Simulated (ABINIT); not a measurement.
Runs of ABINIT 10.8.3 (patched build) on MgO. It takes space group Fm-3m (No. 225, cubic). Conventional cell: a = 4.194 Å, b = 4.194 Å, c = 4.194 Å, α = 90.00°, β = 90.00°, γ = 90.00°. Mg (site symmetry m-3m) is surrounded by 6 O at 2.10 Å. Around O (site symmetry m-3m) lie 6 Mg at 2.10 Å. The cell is a database's computed one.

| task | level | potentials or basis | k mesh | cutoff (eV) | fine-grid cutoff | gap on the mesh (eV) | pressure (GPa) | V0 of scaled cells (Å³/atom) | B0 (GPa) |
| --- | --- | --- | --- | --- | --- | --- | --- | --- | --- |
| equation of state | BP86+D3 | JTH PAW PBE v2.0 | 11 × 11 × 11 | 626 | 1224.51 eV | - | - | 9.17 | 163 |
| equation of state | SOGGA | JTH PAW PBE v2.0 | 11 × 11 × 11 | 626 | 1224.51 eV | - | - | 9.35 | 158 |
| single point | LDA | JTH PAW LDA v2.0 | 14 × 14 × 14 | 626 | 1224.51 eV | 4.78 | -3.4 | - | - |
| band structure | TB-mBJ | JTH PAW LDA v2.0 | 11 × 11 × 11 | 762 | 1360.57 eV | 7.07 | - | - | - |
| band structure | revPBE | JTH PAW PBE v2.0 | 11 × 11 × 11 | 762 | 1360.57 eV | 4.95 | 10.1 | - | - |
| equation of state | PBE+D3(BJ) | JTH PAW PBE v2.0 | 11 × 11 × 11 | 626 | 1224.51 eV | - | - | 9.33 | 158 |
| equation of state | LDA | JTH PAW LDA v2.0 | 11 × 11 × 11 | 626 | 1224.51 eV | - | - | (b) | 172 |
| single point | PBE | PseudoDojo NC SR PBE v0.4.1 standard | 8 × 8 × 8 | 1088 | - | 4.89 | 6.4 | - | - |
| single point | PBE | JTH PAW PBE v2.0 | 11 × 11 × 11 | 626 | 1224.51 eV | (a) | 7.1 | - | - |
| band structure | r2SCAN | JTH PAW LDA v2.0 | 11 × 11 × 11 | 762 | 1360.57 eV | 5.78 | - | - | - |
| single point | r2SCAN | Ansatz PAW PBE default generated set, frozen core | 11 × 11 × 11 | 517 | 1034.03 eV | 5.76 | - | - | - |
| equation of state | PW91 | JTH PAW PBE v2.0 | 11 × 11 × 11 | 626 | 1224.51 eV | - | - | 9.61 | 150 |

Alike in all rows: no spin polarisation; cell as given; smearing fermi-dirac 0.05 eV.

Fill in the values left out.

(a) 4.86; (b) 9.04.

Caveats: the PAW data sets were made with another functional, which shifts forces and pressure a little (some runs); pressures at fixed basis lie under the slope of the energies (some runs); an odd mesh through Γ misses points on the zone boundary, where band edges often lie (some runs); the constant c of TB-mBJ comes from the pseudo density here, which moves gaps by up to 0.3 eV between sets of potentials (some runs).

Not every run made on this cell is shown here.
